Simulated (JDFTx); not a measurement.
Runs of JDFTx 1.7.0 (patched build) on LiF (Griceite). It takes space group Fm-3m (No. 225, cubic). The conventional cell has a = 4.028 Å, b = 4.028 Å, c = 4.028 Å, α = 90.00°, β = 90.00°, γ = 90.00°. Around F (site symmetry m-3m) lie 6 Li at 2.01 Å. Around Li (site symmetry m-3m) lie 6 F at 2.01 Å. 

```tsv
level	potentials or basis	k mesh	cutoff (eV)	smearing	density cutoff over wavefunction cutoff	SCF threshold on the energy	local potential set to -Z/r beyond	pseudo rcut	SCF threshold on the residual	mesh quality	gap on the mesh (eV)	pressure (GPa)
PBE	PseudoDojo-SR-PBE-0.5-standard	11 × 11 × 11	1143	fermi-dirac 0.05 eV	4	1e-08 Ha	-	-	-	not flagged	9.11	1.7
r2SCAN	SG15-PBE-1.2 with smoothed tails	11 × 11 × 11	1361	fermi-dirac 0.05 eV	8	1e-09 Ha	6 bohr	6	-	not flagged	10.10	-2.0
r2SCAN	SG15-PBE-1.2	11 × 11 × 11	1088	fermi-dirac 0.05 eV	8	1e-09 Ha	-	-	-	not flagged	10.10	-1.9
LDA	PseudoDojo-SR-LDA-0.4.1-standard	11 × 11 × 11	1143	fermi-dirac 0.05 eV	8	1e-09 Ha	-	-	-	not flagged	8.86	(b)
HSE06	PseudoDojo-SR-PBE-0.5-standard	4 × 4 × 4	980	fermi-dirac 0.05 eV	8	1e-07 Ha	-	-	-	coarse	11.43	-
PBEsol	PseudoDojo-SR-PBEsol-0.4.1-standard with smoothed tails	11 × 11 × 11	1143	fermi-dirac 0.05 eV	8	1e-09 Ha	6 bohr	6	-	not flagged	8.94	(a)
PBE	PseudoDojo-SR-PBE-0.5-standard	11 × 11 × 11	1143	fermi-dirac 0.05 eV	8	1e-09 Ha	-	-	-	not flagged	9.11	1.7
```

Alike in all rows: task single point; no spin polarisation; cell as given.

Q: Fill in the values left out.

A: (a) -1.4; (b) -6.7.

Caveats: some runs use coarse meshes; an odd mesh through Γ misses points on the zone boundary, where band edges often lie (some runs); the potentials were made for another functional, which shifts forces and pressure (some runs); the empty levels aren't tightly converged (some runs); this program's HSE differs a little from the usual definition (some runs); the hybrid runs on potentials with a model core (some runs).

Not every run made on this cell is shown here.
